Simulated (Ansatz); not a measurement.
From input file to script: BAs, space group F-43m in Ansatz 0.2.0.

```yaml
crystal:
  lattice:
    - [0.0, 2.3885, 2.3885]
    - [2.3885, 0.0, 2.3885]
    - [2.3885, 2.3885, 0.0]
  atoms:
    - { symbol: B, position: [0.0, 0.0, 0.0] }
    - { symbol: As, position: [0.25, 0.25, 0.25] }
basis:
  ecutwfc: 450.0
kpoints:
  mp_grid:
    grid: [8, 8, 8]
    shift: [0.0, 0.0, 0.0]
hamiltonian:
  xc: pbesol
scf:
  occupations:
    method: fixed
relax:
  f_tol: 0.01
  cell:
    fix: [shape]
output:
  write_potential: true
```

Script `vcrelax.py`:
```python
from dataclasses import dataclass
import json
import warnings

import ansatz as az
from ase.data import atomic_numbers
import numpy as np
import spglib


@dataclass(frozen=True)
class Options:
    xc: str = 'pbesol'
    ecut: int = 450
    smearing: str = 'Fixed'
    force_tol: float = 0.01


cfg = Options()

def edges_and_angles(cell):
    cell = np.asarray(cell)
    a, b, c = np.linalg.norm(cell, axis=1)
    cosines = cell[1] @ cell[2] / (b * c), cell[0] @ cell[2] / (a * c), cell[0] @ cell[1] / (a * b)
    return (a, b, c, *np.degrees(np.arccos(cosines)))


def main() -> None:
    warnings.simplefilter('ignore', az.DeckWarning)

    lattice = az.Lattice.of(
        (0.0, 2.3885, 2.3885),
        (2.3885, 0.0, 2.3885),
        (2.3885, 2.3885, 0.0),
    )
    sites = [
        ('B', (0.0, 0.0, 0.0)),
        ('As', (0.25, 0.25, 0.25)),
    ]
    xtal = az.Crystal(lattice=lattice)
    for symbol, position in sites:
        xtal = xtal.atom(symbol, position)

    setup = (
        xtal.calculation()
        .functional(cfg.xc)
        .basis(cfg.ecut)
        .occupations(cfg.smearing)
        .kpoints(8, center='gamma')
        .relax(force_tolerance=cfg.force_tol, fix_cell=['shape'])
        .potential()
    )
    outcome = setup.run(threads=1, pin='off', events_out='events.ndjson')
    with open('events.ndjson') as stream:
        events = [json.loads(line) for line in stream]
    steps = [e['data'] for e in events if e['event'] == 'relax_step']
    rep = outcome.report
    for s in steps:
        flag = '' if s['accepted'] else '  (rejected)'
        print('step %2d  E = %.5f eV  largest force component = %.4f eV/A%s' % (s['step'], s['lagrangian_ev'], s['allowed_force_max_ev_ang'], flag))

    first, last = steps[0], steps[-1]
    symbols = [site.symbol for site in outcome.lattice.sites]
    print(f'energy gained {first["lagrangian_ev"] - last["lagrangian_ev"]:.4f} eV in {len(steps) - 1} steps')
    for label, vectors in (('before', first['cell_ang']), ('after', outcome.lattice.cell_ang)):
        print(label, 'a b c (A) {:.4f} {:.4f} {:.4f}  angles {:.2f} {:.2f} {:.2f}'.format(*edges_and_angles(vectors)), f' V = {abs(np.linalg.det(vectors)):.3f} A^3')
    print('final stress xx yy zz (GPa, compression positive):', np.round(np.diag(rep['stress_gpa']), 3) + 0.0)

    print('atom   start x y z (A)              end x y z (A)')
    for symbol, a, b in zip(symbols, first['positions_ang'], last['positions_ang']):
        print(f'{symbol:3s}', ' '.join(f'{v:8.4f}' for v in a), '  ', ' '.join(f'{v:8.4f}' for v in b))

    print('relaxed fractional positions')
    for site in outcome.lattice.sites:
        print(f'  {site.symbol:2s}', ' '.join(f'{v % 1:8.5f}' for v in np.round(site.position_frac, 5)))

    fractions = [site.position_frac for site in outcome.lattice.sites]
    numbers = [atomic_numbers[s] for s in symbols]
    for tolerance in (1e-3, 1e-2, 1e-1):
        print(f'space group at {tolerance} A:', spglib.get_spacegroup((outcome.lattice.cell_ang, fractions, numbers), symprec=tolerance))

    energy = rep['free_energy_ev']
    print('F of the BAs cell: {:.6f} eV = {:.6f} Ry = {:.6f} Ha'.format(energy, energy / 13.605693, energy / 27.211386))
    print('Fermi level {:.4f} eV, {} k-points, {} symmetry operations'.format(rep['fermi_energy_ev'], rep['n_kpoints'], rep['n_symmetry_ops']))

    v = outcome.potential()
    line = v.v_es_ev.mean(axis=(0, 1))
    print('planar mean of the electrostatic potential along the third grid axis (eV):')
    print(np.round(line[:: max(len(line) // 12, 1)], 3))


if __name__ == '__main__':
    main()
```

```console
$ python vcrelax.py
step  1  E = -4965.76581 eV  largest force component = 0.0000 eV/A
step  2  E = -4965.76620 eV  largest force component = 0.0000 eV/A
step  3  E = -4965.76624 eV  largest force component = 0.0000 eV/A
step  4  E = -4965.76620 eV  largest force component = 0.0000 eV/A
energy gained 0.0004 eV in 3 steps
before a b c (A) 3.3778 3.3778 3.3778  angles 60.00 60.00 60.00  V = 27.252 A^3
after a b c (A) 3.3714 3.3714 3.3714  angles 60.00 60.00 60.00  V = 27.096 A^3
final stress xx yy zz (GPa, compression positive): [0.001 0.001 0.001]
atom   start x y z (A)              end x y z (A)
B     0.0000   0.0000   0.0000      0.0000  -0.0000   0.0000
As    1.1943   1.1943   1.1943      1.1920   1.1920   1.1920
relaxed fractional positions
  B   0.00000  0.00000  0.00000
  As  0.25000  0.25000  0.25000
space group at 0.001 A: F-43m (216)
space group at 0.01 A: F-43m (216)
space group at 0.1 A: F-43m (216)
F of the BAs cell: -4965.766202 eV = -364.977087 Ry = -182.488544 Ha
Fermi level 11.1277 eV, 29 k-points, 24 symmetry operations
planar mean of the electrostatic potential along the third grid axis (eV):
[ 0.653  0.876  4.097  6.801  7.25   7.182  8.463 10.929 12.08  11.343
  8.409  4.093]
```

Absolute energies stand on the zero of these potentials, so only differences at equal settings mean something. A total without «per atom» is that of the cell as typed. Forces vanish by symmetry, so the ions can't move, and the end may be a saddle. The Fermi level of a run with fixed occupations marks the highest occupied state on its mesh, not mid-gap. An absolute Fermi energy rests on an arbitrary zero of the periodic potential and has no direct meaning. Energies along a relaxation are free energies. Rows at an unchanged volume are solved on a plane-wave basis chosen afresh for that cell, so the energy jumps there and such rows are no steps of the walk. Edges and angles are those of the cell as typed, here a primitive one, not of the conventional cell. The starting cell is as deposited in a crystallographic database; the results hold for this polymorph, which needn't be the stable one. Wall time of the script: 3.8 s on 1 thread of Arm Neoverse V2, on a shared host, peak memory 0.37 GiB.

(Lines on the test bed's own set-up are left out of the output.)
